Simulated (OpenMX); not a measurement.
Set up this calculation in OpenMX 3.8.5, as the native input.

* Task: single point
* Functional: PBE
* Potentials or basis: OpenMX 2013 PBE set, Cd7.0-s3p2d2, O6.0-s2p2d1, grid cutoff 500 Ry
* k mesh: 11 × 11 × 11
* Occupations: fermi-dirac, width 0.05 eV
* Spin: no spin polarisation
* Mixing scheme: rmm-diisk
* SCF threshold: 1e-08 Ha
* Solver: band
* Max SCF cycles: 100

CdO (Monteponite):

```
CELL_PARAMETERS angstrom
0.00000 2.34950 2.34950
2.34950 0.00000 2.34950
2.34950 2.34950 0.00000
ATOMIC_POSITIONS crystal
Cd 0.00000 0.00000 0.00000
O 0.50000 0.50000 0.50000
```

One way to write it, as run:

CdO.dat

```
System.CurrrentDirectory             ./
System.Name                          CdO
DATA.PATH                            ./DFT_DATA13
level.of.stdout                      1
level.of.fileout                     0
Species.Number                       2
<Definition.of.Atomic.Species
  Cd  Cd7.0-s3p2d2           Cd_PBE13
  O   O6.0-s2p2d1            O_PBE13
Definition.of.Atomic.Species>

Atoms.Number                         2
Atoms.SpeciesAndCoordinates.Unit     FRAC
<Atoms.SpeciesAndCoordinates
    1  Cd    0.0000000000    0.0000000000    0.0000000000   6.000  6.000
    2  O     0.5000000000    0.5000000000    0.5000000000   3.000  3.000
Atoms.SpeciesAndCoordinates>

Atoms.UnitVectors.Unit               Ang
<Atoms.UnitVectors
     0.0000000000    2.3495000000    2.3495000000
     2.3495000000    0.0000000000    2.3495000000
     2.3495000000    2.3495000000    0.0000000000
Atoms.UnitVectors>

scf.XcType                           GGA-PBE
scf.SpinPolarization                 off
scf.ElectronicTemperature            580.226
scf.energycutoff                     500.0
scf.maxIter                          100
scf.EigenvalueSolver                 band
scf.Kgrid                            11 11 11
scf.Mixing.Type                      rmm-diisk
scf.Init.Mixing.Weight               0.05
scf.Min.Mixing.Weight                0.001
scf.Max.Mixing.Weight                0.3
scf.Mixing.History                   25
scf.Mixing.StartPulay                8
scf.criterion                        1.0e-8
scf.stress.tensor                    on
MD.Type                              nomd
```

Potentials or basis: OpenMX 2013 PBE set, Cd7.0-s3p2d2, O6.0-s2p2d1, grid cutoff 500 Ry.

Launch:

```bash
$ openmx CdO.dat -nt 1 > CdO.std
```

It gave:

* Pressure: 7.5 GPa
* Band gap on the k mesh: none (metal or under the smearing width)
* Mulliken charges: Cd +0.51; O -0.51 e

Caveat: Mulliken charges move with the basis; the basis of atomic orbitals isn't converged, which shifts pressures, moduli and gaps.

Wall time 2.1 min on 1 thread of Intel(R) Xeon(R) 6975P-C (Granite Rapids), with other jobs on the host, peak memory 0.63 GiB.
